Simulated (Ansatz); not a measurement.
# InSb: the cost of one run

Program: Ansatz 0.2.0. Level of theory: DFT PBEsol, scalar-relativistic, plane waves, PAW. These are calculated values, not measurements.

3 further runs of the same task are left out: 1 that didn't finish, 2 set aside as unsound or not needed.

**1. The structure to begin with**

The structure is cubic, space group F-43m (No. 216). The conventional cell has a = 6.520 Å, b = 6.520 Å, c = 6.520 Å, α = 90.00°, β = 90.00°, γ = 90.00°. In (site symmetry -43m) is surrounded by 4 Sb at 2.82 Å. Around Sb (site symmetry -43m) lie 4 In at 2.82 Å.

Structure file:

```
CELL_PARAMETERS angstrom
0.00000 3.25993 3.25993
3.25993 0.00000 3.25993
3.25993 3.25993 0.00000
ATOMIC_POSITIONS crystal
In 0.00000 0.00000 0.00000
Sb 0.75000 0.75000 0.75000
```

This cell was relaxed beforehand with the same method: volume 34.64 Å³/atom, gap on the mesh none (metal).

**2. Phonons at Γ, at rest**

The input, input.yaml:

```yaml
crystal:
  lattice:
    - [0.0, 3.2599290676, 3.2599290676]
    - [3.2599290676, 0.0, 3.2599290676]
    - [3.2599290676, 3.2599290676, 0.0]
  atoms:
    - { symbol: In, position: [0.0, 0.0, 0.0] }
    - { symbol: Sb, position: [0.75, 0.75, 0.75] }
basis:
  ecutwfc: 420
kpoints:
  mp_grid: { grid: [12, 12, 12] }
hamiltonian:
  xc: pbesol
scf:
  occupations: { method: fermi_dirac, width: 0.15 }
output:
  eigenvalues: true
phonons:
  method: dfpt
  eigenvectors: true
```

The run is started by

```bash
> ansatz run input.yaml --threads 1 --pin off --max-ram 3072MiB --backend cpu --events-out ev --progress --plain --runs-dir out
```

Q: Estimate wall time and peak memory on 1 thread of AMD EPYC 7R43 (Zen 3), shared host.

About 64 s, with a peak of 0.96 GiB.
